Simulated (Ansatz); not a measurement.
**Al3Cu2 (P-3m1), comparing deformations**

Level of theory: Ansatz 0.2.0, DFT PBEsol, scalar-relativistic, plane waves, PAW. Cutoff 420 eV, Γ-centred 12×12×10 k-points, Gaussian smearing of 0.15 eV. No spin polarisation. Energies are free energies at this smearing, counted from the undisturbed cell; pressure is positive in compression.

The undisturbed cell (relaxed at this level; it needn't be the usual structure):

```xyz
5
Lattice="4.0986 0.0000 0.0000 -2.0493 3.5495 0.0000 0.0000 0.0000 4.9821" Properties=species:S:1:pos:R:3 pbc="T T T"
Al    0.0000    0.0000    0.0000
Al    0.0000    2.3663    1.7512
Al    2.0493    1.1832    3.2309
Cu    0.0000    2.3663    4.1964
Cu    2.0493    1.1832    0.7857
```

The cell is strained by ε times a Voigt pattern (xx, yy, zz, yz, xz, xy; engineering shear) with fractional coordinates fixed. τ = (1/V0) dE/dε comes from the stress tensor. Of each scan, only the three points used here are listed.

```
           pattern        ε  τ (GPa)
(0, 1, 0, 0, 0, 0)  -0.0300    -7.51
(0, 1, 0, 0, 0, 0)   0.0000     0.09
(0, 1, 0, 0, 0, 0)   0.0150     3.08
(1, 1, 0, 0, 0, 0)  -0.0150    -9.18
(1, 1, 0, 0, 0, 0)   0.0000     0.19
(1, 1, 0, 0, 0, 0)   0.0150     8.17
```

Which constants do the scans give, and which deformation costs least for the same size of strain tensor?

The slope dτ/dε at zero (parabola through three points) is pᵀCp: (0, 1, 0, 0, 0, 0) gives C22 = 217 GPa; (1, 1, 0, 0, 0, 0) gives C11 + C22 + 2 C12 = 578 GPa. The size of the strain tensor, ε:ε, is ε² times 1.0, 2.0. Per unit of it the stiffnesses are 217, 289 GPa, so (0, 1, 0, 0, 0, 0) is the softest of these: at ε:ε = (1 %)² the quadratic term costs 0.98 meV/atom against 1.31 for the stiffest. These are clamped-ion values.

Forces appear on the atoms along this scan, and letting them relax would lower the energy and soften the response. In a metal these slopes depend on the k mesh and the smearing.